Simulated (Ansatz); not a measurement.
## ZnS: a prediction, then the measurements

Method: DFT r2SCAN, scalar-relativistic, plane waves, PAW in Ansatz.

Plane waves to 500 eV, a k mesh through Γ of 6×6×2 on the computed 8-atom cell and Gaussian smearing (0.02 eV); no spin polarisation.

Relaxed structure, symmetry kept:

```cif
data_structure
_symmetry_space_group_name_H-M 'P6_3mc'
_symmetry_Int_Tables_number 186
_cell_length_a 3.8087
_cell_length_b 3.8087
_cell_length_c 12.4665
_cell_angle_alpha 90.000
_cell_angle_beta 90.000
_cell_angle_gamma 120.000
_cell_volume 156.62
loop_
_atom_site_label
_atom_site_type_symbol
_atom_site_symmetry_multiplicity
_atom_site_Wyckoff_symbol
_atom_site_fract_x
_atom_site_fract_y
_atom_site_fract_z
_atom_site_occupancy
Zn1 Zn 2 a 0.00000 0.00000 0.00011 1
Zn2 Zn 2 b 0.33333 0.66667 0.25007 1
S1 S 2 a 0.00000 0.00000 0.18724 1
S2 S 2 b 0.33333 0.66667 0.43758 1
```

* Space group: P6_3mc (No. 186)
* Volume per atom: 19.58 Å³
* Formation energy from the elements' standard states (uncorrected): -0.981 eV/atom
* Generalised Kohn–Sham band gap: 2.74 eV, direct at Γ
* Löwdin character of the top 1 eV of the valence band: S 3p 87 %, Zn 3d 9 %
* Löwdin character of the lowest 1 eV of the conduction band: Zn 4s 57 %, S 3s 25 %, S 3p 13 %, unprojected 6 %
* Electron masses at the edge by Cartesian direction of the standard setting (m_e; degenerate bands sorted by energy; no spin-orbit coupling): x: 0.20; y: 0.20; z: 0.19
* Hole masses at the edge by Cartesian direction of the standard setting (m_e; degenerate bands sorted by energy; no spin-orbit coupling): x: 1.6, 0.19; y: 1.6, 0.19; z: 1.5, 1.5
* Bulk modulus: 78 GPa
* Its pressure derivative: 4.3
* Bader charges (e): Zn (2 in the cell) 0.97, Zn (2 in the cell) 0.97, S (2 in the cell) -0.97, S (2 in the cell) -0.97

**What was measured.**

From a printed reference work, data compilation, for a bulk crystal of ZnS at 300 K: lattice constant c 6.2576 Å.

From a printed reference work, monograph, for a bulk crystal of ZnS at 4 K: band gap 3.911 eV (direct).

Against the measured lattice constant c of ZnS, 6.2576 Å (300 K; a printed reference work, data compilation), the calculated 12.466 Å is off by +99.2 %. So large a difference can come from the functional (as between layers that it hardly binds), but also from another choice of axes, another phase or a misread value. The measured c of this compound is far from this cell's, so the row may belong to another stacking. The calculation is for 0 K without zero-point motion. A measured band gap of ZnS is 3.911 eV (direct; 4 K; a printed reference work, monograph); the calculated 2.74 eV misses it by -1.17 eV. Kohn–Sham gaps of semilocal functionals fall short of measured ones as a rule.